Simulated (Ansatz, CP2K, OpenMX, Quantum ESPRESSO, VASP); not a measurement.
**One calculation of Ta, 5 ways**

```
CELL_PARAMETERS angstrom
2.98399 0.00000 0.00000
0.00000 2.98399 0.00000
0.00000 0.00000 25.55000
ATOMIC_POSITIONS crystal
Ta 0.50000 0.50000 0.29354
Ta 0.00000 0.00000 0.37613
Ta 0.50000 0.50000 0.45871
Ta 0.00000 0.00000 0.54129
Ta 0.50000 0.50000 0.62387
Ta 0.00000 0.00000 0.70646
```

Alike in all runs: functional PBE; k mesh 9 × 9 × 1; occupations fermi-dirac, width 0.05 eV; no spin polarisation; no spin-orbit coupling.

```csv
program and potentials,plane-wave cutoff (eV),notes,largest force (eV/Å)
"Ansatz, Ansatz PAW",420,13 valence electrons an atom on average,0.940
"OpenMX, OpenMX 2013 PBE set, Ta7.0-s3p2d2f1, grid cutoff 400 Ry",-,atomic basis; 13 valence electrons an atom on average,0.903
"VASP, PBE PAW files Ta_pv, 520 eV",520,11 valence electrons an atom on average,0.947
"Quantum ESPRESSO, PseudoDojo 0.4.1 SR PBE standard",789,13 valence electrons an atom on average,0.937
"CP2K, POTENTIAL_UZH Ta GTH-PBE-q13; TZVP-MOLOPT-PBE-GTH basis",-,atomic basis; 13 valence electrons an atom on average,0.926
```

Force on atom 2 (Ta), eV/Å:

```json
{"program and potentials": "Ansatz, Ansatz PAW", "x": "0.000", "y": "0.000", "z": "-0.940"}
{"program and potentials": "OpenMX, OpenMX 2013 PBE set, Ta7.0-s3p2d2f1, grid cutoff 400 Ry", "x": "0.000", "y": "0.000", "z": "-0.903"}
{"program and potentials": "VASP, PBE PAW files Ta_pv, 520 eV", "x": "0.000", "y": "0.000", "z": "-0.947"}
{"program and potentials": "Quantum ESPRESSO, PseudoDojo 0.4.1 SR PBE standard", "x": "0.000", "y": "0.000", "z": "-0.937"}
{"program and potentials": "CP2K, POTENTIAL_UZH Ta GTH-PBE-q13; TZVP-MOLOPT-PBE-GTH basis", "x": "0.000", "y": "0.000", "z": "-0.926"}
```

The atoms of the given cell lie far from their minimum at this level. Rows in atomic bases carry the error of their basis and grid, which can be large.

The functional is the same throughout but for its coding, so the spread measures potentials, basis and numerics; runs on potential files found faulty are left out.
